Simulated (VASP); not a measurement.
# Sr (I4/mcm) in VASP: reference runs

Aim: a first look at Sr with PBE, on the cell as given and on a disturbed one, then over a range of volumes.

Everything below comes from runs of VASP 6.6.1. Logs are shortened: lines on timing, memory, paths and dates and some standing lists are left out, and cuts for length are marked.

### Step 1. Starting point

Symmetry: I4/mcm, No. 140, tetragonal system. The conventional cell has a = 8.317 Å, b = 8.317 Å, c = 7.154 Å, α = 90.00°, β = 90.00°, γ = 90.00°. Sr (site symmetry m2m) has 7 Sr at 3.87 to 4.39 Å as nearest neighbours.

This isn't the form of Sr at room conditions, which is fcc.

### Step 2. Single point, PBE

INCAR

```
PREC     = Accurate       # precision mode
ENCUT    = 520            # plane-wave cutoff, eV
EDIFF    = 1E-7           # SCF threshold, eV
ISMEAR   = -1             # smearing method
SIGMA    = 0.05           # smearing width, eV
LREAL    = F              # projectors in reciprocal space
LASPH    = T              # aspherical terms in the spheres
NELM     = 100            # most SCF steps
ALGO     = Normal         # electronic algorithm
ISIF     = 2              # what is computed and relaxed
LWAVE    = F              # write WAVECAR
LCHARG   = T              # write CHGCAR
GGA      = PE             # functional
LELF     = T              # ELF
LVHAR    = T            
NBANDS   = 28             # bands
```

KPOINTS

```
regular mesh
0
Gamma
  5 5 5
```

POSCAR

```
Sr
1.0
   -4.1585048905      4.1585048905      3.5768060722
    4.1585048905     -4.1585048905      3.5768060722
    4.1585048905      4.1585048905     -3.5768060722
Sr
4
Direct
    0.3354504800      0.1645495200      0.5000000000
    0.6645495200      0.8354504800      0.5000000000
    0.8354504800      0.3354504800      0.1709009600
    0.1645495200      0.6645495200      0.8290990400
```

Potentials or basis: VASP PAW PBE potentials, release 64 (Sr_sv).

Command:

```sh
$ cat potpaw_PBE.64/Sr_sv/POTCAR > POTCAR
$ mpirun -np 1 vasp_std > vasp.out
```

OUTCAR:

```text
PREC = Accurate
   ENCUT = 520
   EDIFF = 1E-7
   ISMEAR = -1
   LREAL = F
   LASPH = T
   NELM = 100
   ISIF = 2
   GGA = PE

 ion  position               nearest neighbor table
   1  0.335  0.165  0.500-   2 3.87   2 4.10   2 4.10   4 4.39   4 4.39   3 4.39   3 4.39   3 4.50
                             4 4.50   4 4.50   3 4.50
   2  0.665  0.835  0.500-   1 3.87   1 4.10   1 4.10   4 4.39   3 4.39   3 4.39   4 4.39   4 4.50
                             4 4.50   3 4.50   3 4.50
   3  0.835  0.335  0.171-   4 3.87   4 4.10   4 4.10   1 4.39   2 4.39   1 4.39   2 4.39   2 4.50
                             1 4.50   1 4.50   2 4.50
   4  0.165  0.665  0.829-   3 3.87   3 4.10   3 4.10   1 4.39   2 4.39   1 4.39   2 4.39   1 4.50
                             2 4.50   1 4.50   2 4.50

  LATTYP: Found a body centered tetragonal cell.
 ALAT       =     8.3170097810
 C/A-ratio  =     0.8601182796

  Lattice vectors:

 A1 = (  -4.1585048905,   4.1585048905,   3.5768060722)
 A2 = (   4.1585048905,  -4.1585048905,   3.5768060722)
 A3 = (   4.1585048905,   4.1585048905,  -3.5768060722)

Analysis of symmetry for initial positions (statically):
=====================================================================
 Subroutine PRICEL returns:
 Original cell was already a primitive cell.

 Routine SETGRP: Setting up the symmetry group for a
 body centered tetragonal supercell.

 Subroutine GETGRP returns: Found 16 space group operations
 (whereof  8 operations were pure point group operations)
 out of a pool of 16 trial point group operations.

The static configuration has the point symmetry C_4h.
 The point group associated with its full space group is D_4h.

Analysis of symmetry for dynamics (positions and initial velocities):
=====================================================================
 Subroutine PRICEL returns:
 Original cell was already a primitive cell.

 Routine SETGRP: Setting up the symmetry group for a
 body centered tetragonal supercell.

 Subroutine GETGRP returns: Found 16 space group operations
 (whereof  8 operations were pure point group operations)
 out of a pool of 16 trial point group operations.

The dynamic configuration has the point symmetry C_4h.
 The point group associated with its full space group is D_4h.

 Subroutine INISYM returns: Found 16 space group operations
 (whereof  8 operations are pure point group operations),
 and found     1 'primitive' translations

----------------------------------------------------------------------------------------

                                     Primitive cell

  volume of cell :     247.4172

  direct lattice vectors                    reciprocal lattice vectors
    -4.158504890  4.158504890  3.576806072     0.000000000  0.120235520  0.139789519
     4.158504890 -4.158504890  3.576806072     0.120235520  0.000000000  0.139789519
     4.158504890  4.158504890 -3.576806072     0.120235520  0.120235520  0.000000000

  length of vectors
     6.883303533  6.883303533  6.883303533     0.184384625  0.184384625  0.170038704

  position of ions in fractional coordinates (direct lattice)
     0.335450480  0.164549520  0.500000000
     0.664549520  0.835450480  0.500000000
     0.835450480  0.335450480  0.170900960
     0.164549520  0.664549520  0.829099040

  ion indices of the primitive-cell ions
   primitive index   ion index
                 1           1
                 2           2
                 3           3
                 4           4

----------------------------------------------------------------------------------------

 KPOINTS: regular mesh

Automatic generation of k-mesh.
 Grid dimensions read from file:
 generate k-points for:    5    5    5

 Generating k-lattice:

  Cartesian coordinates                     Fractional coordinates (reciprocal lattice)
     0.000000000  0.024047104  0.027957904     0.200000000  0.000000000 -0.000000000
     0.024047104  0.000000000  0.027957904     0.000000000  0.200000000 -0.000000000
     0.024047104  0.024047104  0.000000000     0.000000000  0.000000000  0.200000000

  Length of vectors
     0.036876925  0.036876925  0.034007741

  Shift w.r.t. Gamma in fractional coordinates (k-lattice)
     0.000000000  0.000000000  0.000000000

 Subroutine IBZKPT returns following result:
 ===========================================

 Found     18 irreducible k-points:

 Following reciprocal coordinates:
            Coordinates               Weight
  0.000000  0.000000  0.000000      1.000000
  0.200000 -0.000000  0.000000      8.000000
  0.400000 -0.000000  0.000000      8.000000
  0.200000  0.200000  0.000000      8.000000
  0.400000  0.200000  0.000000     16.000000
 -0.400000  0.200000 -0.000000     16.000000
[... 10 lines left out ...]
 -0.400000  0.400000  0.400000      4.000000
 -0.400000 -0.400000  0.400000      2.000000
   k-points           NKPTS =     18   k-points in BZ     NKDIM =     18   number of bands    NBANDS=     28
   number of dos      NEDOS =    301   number of ions     NIONS =      4
   total plane-waves  NPLWV = 157464
   dimension x,y,z NGX =    54 NGY =   54 NGZ =   54
   dimension x,y,z NGXF=   108 NGYF=  108 NGZF=  108
   ions per type =               4
   NGX,Y,Z   is equivalent  to a cutoff of  13.04, 13.04, 13.04 a.u.
   NGXF,Y,Z  is equivalent  to a cutoff of  26.08, 26.08, 26.08 a.u.
 SYSTEM =  unknown system
   PREC   = accura    normal or accurate (medium, high low for compatibility)
   ISTART =      0    job   : 0-new  1-cont  2-samecut
   ICHARG =      2    charge: 1-file 2-atom 10-const
   ISPIN  =      1    spin polarized calculation?
   LNONCOLLINEAR =      F non collinear calculations
   LSORBIT =      F    spin-orbit coupling
   LASPH  =      T    aspherical Exc in radial PAW
   ENCUT  =  520.0 eV  38.22 Ry    6.18 a.u.  12.80 12.80 12.80*2*pi/ulx,y,z
   NELM   =    100;   NELMIN=  2; NELMDL= -5     # of ELM steps
   EDIFF  = 0.1E-06   stopping-criterion for ELM
   LREAL  =      F    real-space projection
   EDIFFG = 0.1E-05   stopping-criterion for IOM
   NSW    =      0    number of steps for IOM
   IBRION =     -1    ionic relax: 0-MD 1-quasi-New 2-CG
   NFREE  =      0    steps in history (QN), initial steepest desc. (CG)
   ISIF   =      2    stress and relaxation
   ISYM   =      2    0-nonsym 1-usesym 2-fastsym
   POTIM  = 0.5000    time-step for ionic-motion
   TEBEG  =    0.0;   TEEND  =   0.0 temperature during run
   PSTRESS=    0.0 pullay stress
   NELECT =      40.0000    total number of electrons
   NUPDOWN=      -1.0000    fix difference up-down
   EMIN   =  10.00;   EMAX   =-10.00  energy-range for DOS
   EFERMI =   0.00;   METHOD = LEGACY
   ISMEAR =    -1;   SIGMA  =   0.05  broadening in eV -4-tet -1-fermi 0-gaus
   EFERMI_NEDOS =   21; number of points for ismear=-14 and -15
   IALGO  =     38    algorithm
   IMIX   =      4    mixing-type and parameters
     AMIX     =   0.40;   BMIX     =  1.00
     AMIX_MAG =   1.60;   BMIX_MAG =  1.00
  volume/ion in A,a.u.               =      61.85       417.41
  Fermi-wavevector in a.u.,A,eV,Ry     =   0.891836  1.685325 10.821680  0.795371
  Thomas-Fermi vector in A             =   2.013707
   LORBIT       =      0    0 simple, 1 ext, 2 COOP (PROOUT), +10 PAW based schemes
   GGA     = PE    functional components
   LHFCALC =     F    Hartree Fock is set to
   AEXX    =    0.0000 exact exchange contribution
   IVDW    =     0    specifies the selected vdW correction
   LEPSILON=     F    determine dielectric tensor
   LRPA    =     F    only Hartree local field effects (RPA)
 non-spin polarized calculation
  energy-cutoff  :      520.00
  volume of cell :      247.42
 maximum number of plane-waves:      6688
 NGX is ok and might be reduce to    54
   NGX = 25   NGY = 25   NGZ = 25

 number of electron      40.0000000 magnetization

 Free energy of the ion-electron system (eV)
  ---------------------------------------------------
  ext. energy  EPLUGINS =         0.00000000
  ---------------------------------------------------
  free energy    TOTEN  =        -5.96330210 eV

  energy without entropy =       -5.91691236  energy(sigma->0) =       -5.94010723

 E-fermi :   1.1350     XC(G=0):  -6.9584

 val. band max:        1.1110112839   @ k =  -0.2000   0.2000   0.0000
 cond. band min:       1.1360698321   @ k =  -0.4000  -0.4000   0.2000
 fundamental gap:      0.0250585482
 Fermi energy:         1.1350324473

 k-point     1 :       0.0000    0.0000    0.0000
  band No.  band energies     occupation
      1     -35.6382      2.00000
      2     -35.6278      2.00000
      3     -35.6169      2.00000
      4     -35.6169      2.00000
      5     -17.7010      2.00000
      6     -17.6586      2.00000
[... 20 lines left out ...]
     27       2.3244      0.00000
     28       3.2268      0.00000

 k-point     2 :       0.2000   -0.0000    0.0000
  band No.  band energies     occupation
      1     -35.6362      2.00000
      2     -35.6276      2.00000
      3     -35.6182      2.00000
      4     -35.6178      2.00000
      5     -17.7050      2.00000
      6     -17.6756      2.00000
[... 20 lines left out ...]
     27       2.7311      0.00000
     28       3.0806      0.00000

 k-point     3 :       0.4000   -0.0000    0.0000
  band No.  band energies     occupation
      1     -35.6317      2.00000
      2     -35.6279      2.00000
      3     -35.6204      2.00000
      4     -35.6199      2.00000
      5     -17.7060      2.00000
      6     -17.6959      2.00000
[... 20 lines left out ...]
     27       2.8081      0.00000
     28       2.8360      0.00000

 k-point     4 :       0.2000    0.2000    0.0000
  band No.  band energies     occupation
      1     -35.6328      2.00000
      2     -35.6272      2.00000
      3     -35.6202      2.00000
      4     -35.6196      2.00000
      5     -17.7133      2.00000
      6     -17.6780      2.00000
[... 392 lines left out ...]
     27       2.9227      0.00000
     28       2.9227      0.00000

 k-point    17 :      -0.4000    0.4000    0.4000
  band No.  band energies     occupation
      1     -35.6281      2.00000
      2     -35.6269      2.00000
      3     -35.6233      2.00000
      4     -35.6215      2.00000
      5     -17.7012      2.00000
      6     -17.6865      2.00000
[... 20 lines left out ...]
     27       2.7911      0.00000
     28       2.8081      0.00000

 k-point    18 :      -0.4000   -0.4000    0.4000
  band No.  band energies     occupation
      1     -35.6272      2.00000
      2     -35.6246      2.00000
      3     -35.6240      2.00000
      4     -35.6240      2.00000
      5     -17.7119      2.00000
      6     -17.6749      2.00000
[... 20 lines left out ...]
     27       2.8904      0.00000
     28       3.0868      0.00000

------------------------ aborting loop because EDIFF is reached ----------------------------------------

  FORCE on cell =-STRESS in cart. coord.  units (eV):
  Direction    XX          YY          ZZ          XY          YZ          ZX
  --------------------------------------------------------------------------------------
  -------------------------------------------------------------------------------------
  Total       -0.4389934     -0.4389934     -0.4707316      0.0000000      0.0000000      0.0000000
  in kB       -2.8427504     -2.8427504     -3.0482746      0.0000000      0.0000000      0.0000000
  external PRESSURE =      -2.9112585 kB  Pullay stress =       0.0000000 kB

 VOLUME and BASIS-vectors are now :
 -----------------------------------------------------------------------------
  energy-cutoff  :      520.00
  volume of cell :      247.42
      direct lattice vectors                 reciprocal lattice vectors
    -4.158504890  4.158504890  3.576806072     0.000000000  0.120235520  0.139789519
     4.158504890 -4.158504890  3.576806072     0.120235520  0.000000000  0.139789519
     4.158504890  4.158504890 -3.576806072     0.120235520  0.120235520  0.000000000

 POSITION                                       TOTAL-FORCE (eV/Angst)
 -----------------------------------------------------------------------------------
      1.36856      2.78994      0.00000         0.088471     -0.088471     -0.000000
      2.78994      1.36856      3.57681        -0.088471      0.088471      0.000000
     -1.36856      2.78994      3.57681        -0.088471     -0.088471     -0.000000
      5.52706      1.36856     -0.00000         0.088471      0.088471      0.000000
 -----------------------------------------------------------------------------------
    total drift:                               -0.000000     -0.000000      0.000000

  FREE ENERGIE OF THE ION-ELECTRON SYSTEM (eV)
  ---------------------------------------------------
  free  energy   TOTEN  =        -5.9633020968 eV

  energy  without entropy=       -5.9169123636  energy(sigma->0) =       -5.94010723
```

Run time: 1.9 min. Hardware: 1 thread of AMD EPYC 9R45 (Zen 5), shared host; peak memory 0.37 GiB.

Results:

- Free energy: -5.9633 eV
- Pressure: -0.3 GPa
- Largest force: 0.125 eV/Å
- Band gap on the k mesh: none (metal or under the smearing width)

Forces in eV/Å, atoms in the order of the input:
```
Sr   0.088 -0.088  0.000
Sr  -0.088  0.088  0.000
Sr  -0.088 -0.088  0.000
Sr   0.088  0.088  0.000
```

Levels at points of the mesh, in eV from the Fermi level:
```tsv
k point	band 18	band 19	band 20	band 21	band 22	band 23
(0.00, 0.00, 0.00)	-0.09	0.19	0.22	0.22	0.26	0.37
```

### Step 3. Single point, PBE (atoms moved at random, drawn with an rms of 0.05 Å)

INCAR

```
PREC = Accurate
ENCUT = 520
EDIFF = 1E-7
ISMEAR = -1
SIGMA = 0.05
LREAL = False
LASPH = True
NELM = 60
ALGO = Normal
ISIF = 2
LWAVE = False
LCHARG = False
GGA = PE
NBANDS = 28
```

KPOINTS

```
Automatic mesh
0
Gamma
  5 5 5
```

POSCAR

```
Sr
1.0
   -4.1585048905      4.1585048905      3.5768060722
    4.1585048905     -4.1585048905      3.5768060722
    4.1585048905      4.1585048905     -3.5768060722
Sr
4
Direct
    0.3436850000      0.1710400000      0.5038190000
    0.6718640000      0.8465630000      0.5100890000
    0.8312370000      0.3305800000      0.1631990000
    0.1631290000      0.6677630000      0.8311220000
```

Potentials or basis: VASP PAW PBE potentials, release 64 (Sr_sv).

Command:

```sh
$ cat potpaw_PBE.64/Sr_sv/POTCAR > POTCAR
$ mpirun -np 1 vasp_std > vasp.out
```

OUTCAR:

```text
PREC = Accurate
   ENCUT = 520
   EDIFF = 1E-7
   ISMEAR = -1
   LREAL = False
   LASPH = True
   NELM = 60
   ISIF = 2
   GGA = PE

 ion  position               nearest neighbor table
   1  0.344  0.171  0.504-   2 3.84   2 4.11   2 4.13   3 4.33   4 4.39   4 4.42   3 4.43   4 4.45
                             3 4.50   4 4.52   3 4.57
   2  0.672  0.847  0.510-   1 3.84   1 4.11   1 4.13   3 4.29   4 4.37   4 4.44   4 4.46   3 4.47
                             4 4.51   3 4.51   3 4.57
   3  0.831  0.331  0.163-   4 3.93   4 4.07   4 4.08   2 4.29   1 4.33   1 4.43   2 4.47   1 4.50
                             2 4.51   1 4.57   2 4.57
   4  0.163  0.668  0.831-   3 3.93   3 4.07   3 4.08   2 4.37   1 4.39   1 4.42   2 4.44   1 4.45
                             2 4.46   2 4.51   1 4.52

  LATTYP: Found a body centered tetragonal cell.
 ALAT       =     8.3170097810
 C/A-ratio  =     0.8601182796

  Lattice vectors:

 A1 = (  -4.1585048905,   4.1585048905,   3.5768060722)
 A2 = (   4.1585048905,  -4.1585048905,   3.5768060722)
 A3 = (   4.1585048905,   4.1585048905,  -3.5768060722)

Analysis of symmetry for initial positions (statically):
=====================================================================
 Subroutine PRICEL returns:
[... 172 lines left out ...]
  free energy    TOTEN  =        -5.95825310 eV

  energy without entropy =       -5.91204081  energy(sigma->0) =       -5.93514696

 E-fermi :   1.1345     XC(G=0):  -6.9587

 val. band max:        1.1328547286   @ k =  -0.2000  -0.2000   0.2000
 cond. band min:       1.1346664497   @ k =  -0.0000   0.2000  -0.2000
 fundamental gap:      0.0018117212
 Fermi energy:         1.1345322896

 k-point     1 :       0.0000    0.0000    0.0000
  band No.  band energies     occupation
      1     -35.6406      2.00000
      2     -35.6310      2.00000
      3     -35.6190      2.00000
      4     -35.6138      2.00000
      5     -17.7037      2.00000
      6     -17.6568      2.00000
[... 733 lines left out ...]
     27       2.7352      0.00000
     28       2.9658      0.00000

 [... further k-points ...]
[... 5 lines left out ...]
  --------------------------------------------------------------------------------------
  -------------------------------------------------------------------------------------
  Total       -0.4457251     -0.4662124     -0.4409858     -0.0581547     -0.0019458      0.0111813
  in kB       -2.8863424     -3.0190104     -2.8556524     -0.3765870     -0.0126001      0.0724059
  external PRESSURE =      -2.9203351 kB  Pullay stress =       0.0000000 kB

 VOLUME and BASIS-vectors are now :
 -----------------------------------------------------------------------------
  energy-cutoff  :      520.00
  volume of cell :      247.42
      direct lattice vectors                 reciprocal lattice vectors
    -4.158504890  4.158504890  3.576806072     0.000000000  0.120235520  0.139789519
     4.158504890 -4.158504890  3.576806072     0.120235520  0.000000000  0.139789519
     4.158504890  4.158504890 -3.576806072     0.120235520  0.120235520  0.000000000

 POSITION                                       TOTAL-FORCE (eV/Angst)
 -----------------------------------------------------------------------------------
      1.37719      2.81308      0.03901         0.119335     -0.155618     -0.029675
      2.84769      1.39472      3.60663        -0.180362      0.082670     -0.006200
     -1.40332      2.76065      3.57186         0.028657      0.004698      0.021886
      5.55475      1.35770     -0.00082         0.032370      0.068250      0.013989
 -----------------------------------------------------------------------------------
    total drift:                                0.000002     -0.000016      0.000007

  FREE ENERGIE OF THE ION-ELECTRON SYSTEM (eV)
  ---------------------------------------------------
  free  energy   TOTEN  =        -5.9582531038 eV

  energy  without entropy=       -5.9120408088  energy(sigma->0) =       -5.93514696
```

OSZICAR:

```text
N       E                     dE             d eps       ncg     rms          rms(c)
DAV:   1     0.268878174817E+03    0.26888E+03   -0.18108E+04  3568   0.118E+03
DAV:   2     0.194915928832E+02   -0.24939E+03   -0.24590E+03  3992   0.286E+02
DAV:   3    -0.433142510438E+01   -0.23823E+02   -0.23581E+02  5672   0.616E+01
DAV:   4    -0.593425944836E+01   -0.16028E+01   -0.15970E+01  5148   0.153E+01
DAV:   5    -0.601660331776E+01   -0.82344E-01   -0.82285E-01  5132   0.290E+00    0.219E+01
DAV:   6    -0.595586374100E+01    0.60740E-01   -0.18898E-01  4420   0.197E+00    0.117E+01
DAV:   7    -0.595849226608E+01   -0.26285E-02   -0.11923E-01  4400   0.188E+00    0.114E+00
DAV:   8    -0.595791400523E+01    0.57826E-03   -0.16577E-02  5192   0.522E-01    0.204E-01
DAV:   9    -0.595814506517E+01   -0.23106E-03   -0.10636E-03  4984   0.116E-01    0.857E-02
DAV:  10    -0.595823518695E+01   -0.90122E-04   -0.55579E-05  4472   0.386E-02    0.227E-02
DAV:  11    -0.595825071534E+01   -0.15528E-04   -0.81143E-06  5240   0.137E-02    0.878E-03
DAV:  12    -0.595825432307E+01   -0.36077E-05   -0.21127E-06  5056   0.807E-03    0.336E-03
DAV:  13    -0.595825375739E+01    0.56569E-06   -0.23182E-07  3776   0.213E-03    0.209E-03
DAV:  14    -0.595825307598E+01    0.68141E-06   -0.69224E-08  2568   0.189E-03    0.411E-04
DAV:  15    -0.595825310375E+01   -0.27775E-07   -0.96042E-09  2520   0.537E-04
   1 F= -.59582531E+01 E0= -.59351470E+01  d E =-.462123E-01
```

Wall time 5.4 min (1 thread of AMD EPYC 9R45 (Zen 5), shared host); peak memory 0.54 GiB.

What came out:

- Free energy: -5.9583 eV
- Pressure: -0.3 GPa
- Largest force: 0.199 eV/Å
- Band gap on the k mesh: none (metal or under the smearing width)

Forces on the atoms (eV/Å):
```
Sr   0.119 -0.156 -0.030
Sr  -0.180  0.083 -0.006
Sr   0.029  0.005  0.022
Sr   0.032  0.068  0.014
```

[end of part 1 of 2]
